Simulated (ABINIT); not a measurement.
The system is AgBr.

```
CELL_PARAMETERS angstrom
0.00000 2.87015 2.87015
2.87015 0.00000 2.87015
2.87015 2.87015 0.00000
ATOMIC_POSITIONS crystal
Ag 0.00000 0.00000 0.00000
Br 0.50000 0.50000 0.50000
```

Base run:

```yaml
Program: ABINIT 10.8.3 (patched build)
Functional: HCTH407
Potentials_or_basis: JTH PAW PBE v2.0
Cutoff: 463 eV
k_mesh: 8 × 8 × 8
Occupations: fermi-dirac, width 0.05 eV
Spin: spin-orbit coupling, no magnetisation
```

Its results: band gap on the k mesh 1.24 eV, indirect (least direct gap 2.88 eV); pressure 6.9 GPa.

Question: After a change of settings the same cell gave: band gap on the k mesh 0.75 eV, indirect (least direct gap 2.59 eV); pressure 5.1 GPa. Which change was it?
A. functional from HCTH407 to RPBE
B. functional from HCTH407 to LDA; potentials or basis from JTH PAW PBE v2.0 to JTH PAW LDA v2.0
C. functional from HCTH407 to BP86

Answer: A.

Caveats: the PAW data sets were made with another functional, which shifts forces and pressure a little.

Runs at the PBE level aren't shown here.
